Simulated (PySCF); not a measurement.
# One molecule, many functionals

Compound: C2H2Cl2.
Atom-mapped SMILES: `[Cl:1]/[CH:2]=[CH:3]\[Cl:4]` (hydrogens: H5 on C2; H6 on C3)

Geometry (PBE0-D3(BJ)/def2-SVP, Å), atoms numbered from 1 in this order:
```xyz
6
C2H2Cl2 angstrom
Cl     1.289    0.989   -1.279
C      0.479   -0.267   -0.444
C     -0.483   -0.075    0.461
Cl    -1.068    1.460    0.941
H      0.803   -1.278   -0.701
H     -0.957   -0.926    0.953
```

Linear-response calculations in the def2-SVPD basis (PySCF; singlets by full response, triplets Tamm–Dancoff, core orbitals frozen in the response; HF means time-dependent Hartree–Fock). 'Strongest' is the level of largest summed f among the singlets computed (10 roots, of which the last may lack a degenerate partner); it can jump between rows when another state enters that window. S1 is the lowest singlet of each run and needn't be the same state throughout; f(S1) is that of one state. Isolated species at its PBE0-D3(BJ)/def2-SVP geometry, gas phase.

```
functional                               kind  S1 (eV)  f(S1)  strongest (eV)  T1 (eV)  HOMO (eV)  gap (eV)  ionisation energy, ΔSCF (eV)
       LDA                                LDA     5.66  0.001            5.99     4.12      -6.46      4.66                          9.65
       PBE                                GGA     5.66  0.001            6.03     3.95      -6.32      4.72                          9.46
     B3LYP  global hybrid, 20% exact exchange     5.94  0.001            6.31     3.96      -7.25      6.40                          9.63
      PBE0  global hybrid, 25% exact exchange     6.10  0.001            6.43     3.91      -7.49      6.84                          9.67
 BHandHLYP  global hybrid, 50% exact exchange     6.38  0.001            6.69     3.86      -8.50      8.96                          9.68
   wB97X-D             range-separated hybrid     6.30  0.001            6.53     4.04      -9.31     10.47                          9.74
   LC-wPBE             range-separated hybrid     6.61  0.000            6.72     3.84     -10.15     11.78                          9.94
        HF                       Hartree–Fock     7.01  0.004            7.05     3.44     -10.05     12.91                   not settled
```

Q: What does CAM-B3LYP (range-separated hybrid) give?

A: S1 (eV) 6.25, f(S1) 0.001, strongest (eV) 6.52, T1 (eV) 3.93, HOMO (eV) -8.77, gap (eV) 9.28, ionisation energy, ΔSCF (eV) 9.76. S1 runs from 5.66 eV (LDA) to 7.01 eV (HF), a spread of 1.36 eV, while the orbital gap spreads over 8.3 eV. Along PBE (0%), B3LYP (20%), PBE0 (25%), BHandHLYP (50%), HF (100%) S1 rises with the share of exact exchange. −ε(HOMO) comes closest to its own ΔSCF ionisation energy with LC-wPBE (+0.20 eV) and misses most with LDA (-3.19 eV). 'Not settled' means that the ion's SCF failed to converge or may have ended in another state than the lowest.
